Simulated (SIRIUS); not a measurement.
# Ag in SIRIUS: the effect of functional

Crystal: Ag.

```
CELL_PARAMETERS angstrom
2.92424 -0.01024 -0.02064
-1.47099 2.54752 -0.00233
-0.03374 -0.02387 4.79007
ATOMIC_POSITIONS crystal
Ag 0.34151 0.66995 0.25099
Ag 0.65849 0.33005 0.74901
```

This isn't the form of Ag at room conditions, which is fcc.

Alike in all runs:

| Item | Value |
| --- | --- |
| Program | SIRIUS 7.10.0 |
| Task | single point |
| Potentials or basis | PseudoDojo 0.4.1 PBE standard (scalar relativistic) |
| Cutoff | 1127 eV |
| Density cutoff | 4507 eV |
| k mesh | 4 × 4 × 3 |
| Occupations | fermi-dirac, width 0.05 eV |
| Spin | no spin polarisation |

```tsv
functional	pressure (GPa)
LDA	-8.6
PBEsol	-4.3
RPBE	?
revPBE	5.2
BLYP	9.2
PW91	2.2
AM05	-4.0
XLYP	10.5
HLE16	-6.2
LDA-VWN	-8.6
```

Problem. What does the run with functional RPBE give?

Solution. Pressure 6.3 GPa.

Caveats: all runs use coarse meshes; the potentials were made for another functional, which shifts forces and pressure; the potentials were made for a functional far from this one (some runs).

Runs at the PBE level aren't shown here.
